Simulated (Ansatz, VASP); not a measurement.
## HfN: VASP beside Ansatz

The input INCAR:

```
ALGO = Normal ; EDIFF = 1E-7
ENCUT = 520 ; GGA = PS
ISIF = 2 ; ISMEAR = -1
LASPH = True ; LCHARG = True
LELF = True ; LREAL = False
LVHAR = True ; LWAVE = False
NBANDS = 14 ; NELM = 80
PREC = Accurate ; SIGMA = 0.08
```

Contents of KPOINTS:

```
k-points
0
Gamma
  15 15 15
```

The input POSCAR:

```
HfN
1.0
    0.0000000000      1.9396440303      1.9396440303
    1.9396440303      0.0000000000      1.9396440303
    1.9396440303      1.9396440303      0.0000000000
Hf N
1 1
Direct
    0.0000000000      0.0000000000      0.0000000000
    0.5000000000      0.5000000000      0.5000000000
```

Input for Ansatz:

```yaml
crystal:
  lattice:
    - [0.0, 1.9396440303, 1.9396440303]
    - [1.9396440303, 0.0, 1.9396440303]
    - [1.9396440303, 1.9396440303, 0.0]
  atoms:
    - { symbol: Hf, position: [0.0, 0.0, 0.0] }
    - { symbol: "N", position: [0.5, 0.5, 0.5] }
kpoints:
  mp_grid: { grid: [15, 15, 15] }
scf:
  occupations: { method: fermi_dirac, width: 0.08 }
hamiltonian:
  xc: pbesol
  pseudopotentials: { kind: all_electron, lapw: { basis_error: 0.001 } }
output:
  forces: true
  stress: true
  eigenvalues: true
  populations: true
```

Change from the starting cell: volume scaled by 0.64, LAPW.

Alike in both runs: task single point; functional PBEsol; k mesh 15 × 15 × 15; occupations fermi-dirac, width 0.08 eV; no spin polarisation.

|  | VASP | Ansatz |
| --- | --- | --- |
| version | VASP 6.6.1 | Ansatz 0.2.0 |
| potentials or method | VASP PAW PBE potentials, release 64 (Hf_pv, N) | all-electron LAPW, scalar-relativistic |
| plane-wave cutoff (eV) | 520 | see its input |

Ansatz gave:

* pressure (GPa): 323.6

**Question.** What did VASP give for the same quantities?

**Answer.** Pressure (GPa): 327.6.

Ansatz ran all-electron here, so the differences hold the error of VASP's frozen core and of both bases.

Caveats: the cell as given lies far from equilibrium; so large a pressure means that the cell lies far from this level's equilibrium, or that cutoff or potentials fall short (VASP); the potentials were made for another functional, which shifts forces and pressure (VASP). Spin-orbit coupling is left out, which matters for the levels of Hf.
